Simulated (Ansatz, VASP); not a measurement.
# Two plane-wave programs on BiTe

The input INCAR:

```
PREC = Accurate
ENCUT = 520
EDIFF = 1E-7
ISMEAR = -1
SIGMA = 0.05
LREAL = False
LASPH = True
NELM = 80
ALGO = Normal
ISIF = 2
LWAVE = False
LCHARG = False
GGA = PE
NBANDS = 18
```

Contents of KPOINTS:

```
Automatic mesh
0
Gamma
  7 7 7
```

File POSCAR:

```
BiTe
1.0
    0.0000000000      3.2350000000      3.2350000000
    3.2350000000      0.0000000000      3.2350000000
    3.2350000000      3.2350000000      0.0000000000
Bi Te
1 1
Direct
   -0.0170560000     -0.0088040000      0.0238150000
    0.4961140000      0.4922550000      0.5021870000
```

The input input.yaml:

```yaml
crystal:
  lattice:
    - [0.0, 3.235, 3.235]
    - [3.235, 0.0, 3.235]
    - [3.235, 3.235, 0.0]
  atoms:
    - { symbol: Bi, position: [-0.017056, -0.008804, 0.023815] }
    - { symbol: Te, position: [0.496114, 0.492255, 0.502187] }
hamiltonian:
  xc: pbe
  pseudopotentials: { kind: paw }
kpoints:
  mp_grid: { grid: [7, 7, 7] }
scf:
  occupations: { method: fermi_dirac, width: 0.05 }
output:
  forces: true
  stress: true
  eigenvalues: true
```

Change from the starting cell: atoms moved at random, drawn with an rms of 0.05 Å.

Alike in both runs: task single point; functional PBE; k mesh 7 × 7 × 7; occupations fermi-dirac, width 0.05 eV; no spin polarisation.

```csv
,VASP,Ansatz
version,VASP 6.6.1,Ansatz 0.2.0
potentials or method,"VASP PAW PBE potentials, release 64 (Bi_d, Te)",Ansatz PAW
plane-wave cutoff (eV),520,420
valence electrons in the cell,21,31
```

```csv
,VASP,Ansatz,Ansatz less VASP
gap on the k mesh at the Fermi level (eV),none,none,-
pressure (GPa),1.0,1.0,+0.05
largest component of the traceless stress (GPa),0.10,0.10,-0.001
rms of the force components (eV/Å),0.141,0.141,-0.0008
```

Atom by atom the forces differ by 0.001 eV/Å (rms over components). A gap of «none» marks a metal or a gap that the smearing closes. The two sets of potentials don't hold the same shells in valence.

Caveats: spin-orbit coupling is left out, which moves the levels of the heavy elements.
